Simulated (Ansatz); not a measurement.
## Structure optimisation: selenium, trigonal (grey) selenium

Method: DFT, revPBE, plane waves (420 eV) with PAW, scalar-relativistic (Ansatz 0.2.0). The PAW files were generated under PBE, with cores re-solved for the functional.

k-point mesh 5×5×4, Fermi-Dirac smearing 0.05 eV, no spin polarisation. Cell and atoms relax.

Starting structure:

```yaml
crystal:
  lattice:
    - [4.3661999489, 0.0, 0.0]
    - [-2.1830999745, 3.7812400738, 0.0]
    - [0.0, 0.0, 4.9536]
  atoms:
    - { symbol: Se, position: [0.2254, 0.0, 0.3333333333] }
    - { symbol: Se, position: [0.0, 0.2254, 0.6666666667] }
    - { symbol: Se, position: [0.7746, 0.7746, 0.0] }
hamiltonian:
  xc: revpbe
  pseudopotentials:
    kind: paw
    azcp:
      Se: "pseudopotentials/Se.paw.azcp"
basis:
  ecutwfc: 420
  fft_grid_basis: typed
kpoints:
  mp_grid: { grid: [5, 5, 4], shift: [0, 0, 0] }
magnetization:
  spin_polarized: false
scf:
  occupations: { method: fermi_dirac, width: 0.05 }
relax:
  max_steps: 60
  f_tol: 0.01
  cell: {}
```

Question: What cell does the relaxation end in?

Answer: P3_121 with a = 6.372 Å, c = 4.990 Å (c/a = 0.783); 58.48 Å³ per atom against 27.26 at the start (114.5 %).

Question: How much energy does the relaxation gain?

Answer: 92.2 meV per atom.

This functional, with no dispersion term, lets the cell expand far past the measured one.
